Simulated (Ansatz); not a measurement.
# Gaps and decay in LiF/AlN stacks, part 3 of 3

Wanted: band edges and complex bands along the stacking of LiF/AlN. The crystals are LiF rock salt(001) and AlN rock salt(001), on a common net of side 2.878 Å (+0.0 % and +0.0 % against typed lattice constants near PBE's). Layer spacings come from each crystal relaxed along the normal on that net, and the joins take the mean spacing. The stacks are then relaxed. The first steps treat the bulk crystals alone. LDA has lattice constants of its own, so the true strain differs.

Ansatz 0.2.0; LDA DFT, plane waves, PAW files (the session's first sound run).

So far, gap on path (eV): step 3 (the bulk crystal and its band edges, crystal LiF rock salt(001)) 9.07; step 5 (band edges, crystal AlN rock salt(001)) 4.31; step 7 (band edges of the superlattice, atomic layers of each crystal 1×4, k-mesh 8×8×4) 4.33; step 10 (band edges of the superlattice, atomic layers of each crystal 4×2, k-mesh 8×8×2) 4.73; step 13 (band edges of the superlattice, atomic layers of each crystal 1×1, k-mesh 8×8×6) 3.69.

The structure was built from a prototype and need not be the compound's stable phase.

### 14. Minibands and complex bands along the stacking, atomic layers of each crystal 1×1, k-mesh 8×8×6 (continued)

Lower lead, k parallel (0, 0); values up to 1.5 1/Å, a degenerate pair printed once or twice; energies at which all values exceed this have no row. Table of Im kz of the slowest decaying states by energy, zero at the highest filled level on the SCF mesh:

```csv
energy (eV),decay 1 (Å⁻¹),decay 2 (Å⁻¹),decay 3 (Å⁻¹),decay 4 (Å⁻¹)
-1.50,0.750,1.05,-,-
-1.20,0.195,0.666,1.05,-
-1.00,0.274,0.585,1.05,-
-0.70,0.347,0.367,1.04,-
-0.40,0.395,1.04,1.49,-
-0.20,0.393,0.418,1.04,1.47
0.00,0.435,0.548,1.04,1.45
0.10,0.443,0.599,1.04,1.45
0.30,0.455,0.679,1.04,1.43
0.60,0.467,0.765,1.04,1.40
0.90,0.474,0.828,1.03,1.37
1.10,0.475,0.863,1.03,1.35
1.40,0.473,0.907,1.03,1.32
1.70,0.466,0.944,1.03,1.29
1.90,0.460,0.966,1.03,1.27
2.20,0.446,0.995,1.03,1.23
2.50,0.427,1.02,1.02,1.20
2.70,0.411,1.02,1.04,1.18
3.00,0.383,1.02,1.06,1.14
3.30,0.348,1.01,1.08,1.10
3.50,0.319,1.01,1.08,1.09
3.80,0.265,1.01,1.04,1.11
4.00,0.216,1.00,1.01,1.12
4.30,0.0933,0.967,1.000,1.14
4.60,0.922,0.995,1.16,1.39
4.80,0.890,0.992,1.17,1.37
5.10,0.841,0.986,1.18,1.34
```

At the listed wavevectors the last open channel is at -0.10 eV and the next at +3.70 eV on the grid. At +1.80 eV, the grid energy nearest the filling level (the middle of the gap on the SCF mesh), the slowest state at the listed wavevectors decays with κ = 0.463 Å⁻¹, its amplitude falling by e over 2.2 Å.

### 15. A repeat with changed settings

This step: LDA DFT, plane waves, PAW files; complex bands by layer matching along the plane's normal; changed: output.transmission.temperature = 900.0, output.transmission.e_range = [-3, 3], output.transmission.de = 0.02 (Ansatz 0.2.0).

This run repeats an earlier one, its twin (the minibands run), with three settings changed (output.transmission.e_range, output.transmission.de, output.transmission.temperature; files written aside). It is meant to test what the energy window and step decide and how the leads' temperature enters.

input.yaml

```yaml
crystal:
  lattice:
    - [2.878, 0.0, 0.0]
    - [0.0, 2.878, 0.0]
    - [0.0, 0.0, 3.8929317736]
  atoms:
    - { symbol: F, position: [0.0, 0.0, 0.0] }
    - { symbol: Li, position: [0.5, 0.5, 0.0] }
    - { symbol: "N", position: [0.5, 0.5, 0.5] }
    - { symbol: Al, position: [0.0, 0.0, 0.5] }
kpoints:
  mp_grid: { grid: [8, 8, 6] }
scf:
  occupations: { method: fixed }
  max_iter: 120
hamiltonian:
  xc: lda
output:
  eigenvalues: true
  transmission:
    leads: [[0, 0]]
    kpoints: [[0.0, 0.0], [-0.5, -0.5]]
    e_range: [-3, 3]
    de: 0.02
    temperature: 900.0
```

Started as:

```bash
> ansatz run input.yaml --threads 4 --pin off --max-ram 10240MiB --backend cpu --events-out ev --progress --plain --runs-dir out
```

Wall time 13 s (4 threads of Intel Xeon Platinum 8488C (Sapphire Rapids), shared host); peak memory 0.49 GiB; 49 s of CPU time.

This step gave:

```yaml
decay_constant_at_the_filling_level_zone_centre: 0.4571 Å⁻¹
decay_constant_at_the_filling_level_slowest_listed_point: 0.4571 Å⁻¹
```

Lower lead, k parallel (0, 0); values up to 1.5 1/Å, a degenerate pair printed once or twice; energies at which all values exceed this have no row. The Im kz of the slowest decaying states by energy, zero at the Fermi level of the second SCF:

| energy (eV) | decay 1 (Å⁻¹) | decay 2 (Å⁻¹) | decay 3 (Å⁻¹) | decay 4 (Å⁻¹) |
| --- | --- | --- | --- | --- |
| -4.805 | 0.329 | 0.934 | 1.08 | - |
| -4.605 | 0.256 | 0.918 | 1.07 | - |
| -4.405 | 0.128 | 0.899 | 1.07 | - |
| -4.205 | 0.876 | 1.06 | - | - |
| -4.005 | 0.850 | 1.06 | - | - |
| -3.805 | 0.818 | 1.06 | - | - |
| -3.605 | 0.781 | 1.05 | - | - |
| -3.405 | 0.736 | 1.05 | - | - |
| -3.205 | 0.172 | 0.679 | 1.05 | - |
| -3.005 | 0.261 | 0.604 | 1.05 | - |
| -2.805 | 0.318 | 0.493 | 1.04 | - |
| -2.605 | 0.280 | 0.358 | 1.04 | - |
| -2.405 | 0.389 | 1.04 | 1.49 | - |
| -2.205 | 0.345 | 0.413 | 1.04 | 1.48 |
| -2.005 | 0.432 | 0.524 | 1.04 | 1.46 |
| -1.805 | 0.447 | 0.626 | 1.04 | 1.44 |
| -1.605 | 0.458 | 0.699 | 1.04 | 1.42 |
| -1.405 | 0.466 | 0.755 | 1.04 | 1.40 |
| -1.205 | 0.471 | 0.801 | 1.03 | 1.38 |
| -1.005 | 0.474 | 0.839 | 1.03 | 1.36 |
| -0.805 | 0.475 | 0.872 | 1.03 | 1.34 |
| -0.605 | 0.473 | 0.902 | 1.03 | 1.32 |
| -0.405 | 0.470 | 0.927 | 1.03 | 1.30 |
| -0.205 | 0.465 | 0.951 | 1.03 | 1.28 |
| -0.005 | 0.457 | 0.972 | 1.03 | 1.26 |
| 0.195 | 0.448 | 0.991 | 1.03 | 1.24 |
| 0.395 | 0.436 | 1.01 | 1.02 | 1.21 |
| 0.595 | 0.422 | 1.02 | 1.03 | 1.19 |
| 0.795 | 0.406 | 1.02 | 1.04 | 1.17 |
| 0.995 | 0.387 | 1.02 | 1.06 | 1.14 |

Lower lead, k parallel (-0.5, -0.5); values up to 1.5 1/Å, a degenerate pair printed once or twice; energies at which all values exceed this have no row. The Im kz of the slowest decaying states by energy, zero at the Fermi level of the second SCF:

| energy (eV) | decay 1 (Å⁻¹) | decay 2 (Å⁻¹) | decay 3 (Å⁻¹) |
| --- | --- | --- | --- |
| -4.7452 | 0.421 | 0.741 | 0.754 |
| -4.5052 | 0.467 | 0.726 | 0.737 |
| -4.2452 | 0.508 | 0.692 | 0.733 |
| -4.0052 | 0.539 | 0.656 | 0.727 |
| -3.7452 | 0.568 | 0.611 | 0.720 |
| -3.5052 | 0.561 | 0.591 | 0.713 |
| -3.2452 | 0.494 | 0.612 | 0.704 |
| -3.0052 | 0.411 | 0.630 | 0.695 |
| -2.7452 | 0.272 | 0.646 | 0.684 |
| -2.5052 | 0.659 | 0.672 | - |
| -2.2452 | 0.659 | 0.672 | - |
| -2.0052 | 0.0507 | 0.646 | 0.682 |
| -1.7452 | 0.322 | 0.630 | 0.692 |
| -1.5052 | 0.422 | 0.614 | 0.700 |
| -1.2452 | 0.495 | 0.595 | 0.707 |
| -1.0052 | 0.545 | 0.577 | 0.712 |
| -0.7452 | 0.555 | 0.589 | 0.717 |
| -0.5052 | 0.532 | 0.622 | 0.721 |
| -0.2452 | 0.506 | 0.653 | 0.724 |
| -0.0052 | 0.479 | 0.677 | 0.726 |
| 0.2548 | 0.446 | 0.700 | 0.728 |
| 0.4948 | 0.413 | 0.718 | 0.728 |
| 0.7548 | 0.371 | 0.728 | 0.736 |
| 0.9948 | 0.325 | 0.728 | 0.750 |

The filling level or the zero moved, so the decay constant is read at -0.01 eV here and at +1.80 eV in the twin, and the two can't be compared directly.

### 16. Summary of results

```yaml
gap_1_4_layers: 4.33 eV
gap_4_2_layers: 4.73 eV
gap_1_1_layers: 3.69 eV
least_decay_at_plus_2p20_ev_listed_points_1_4_layers: 0.402 Å⁻¹
least_decay_at_plus_2p35_ev_listed_points_4_2_layers: 0.582 Å⁻¹
least_decay_at_plus_1p80_ev_listed_points_1_1_layers: 0.463 Å⁻¹
```

In words: The gap is smallest for 1+1 layers and largest for 4+2, a spread of 1.0 eV (3.69 to 4.73 eV). Both layers differ between these two. Thickening the second crystal alone, from 1 to 4 planes, takes the gap from 3.69 to 4.33 eV. A semilocal functional narrows gaps.

[Logs are printed without paths, hosts, clocks, repeated set-up lines and the standing remarks that a program may print on its own settings, such as how far it seeks lower states.]

[Hosts, paths, dates, database ids (printed as entryN), source tags and the programs' standing remarks are cut or masked in the printed files.]
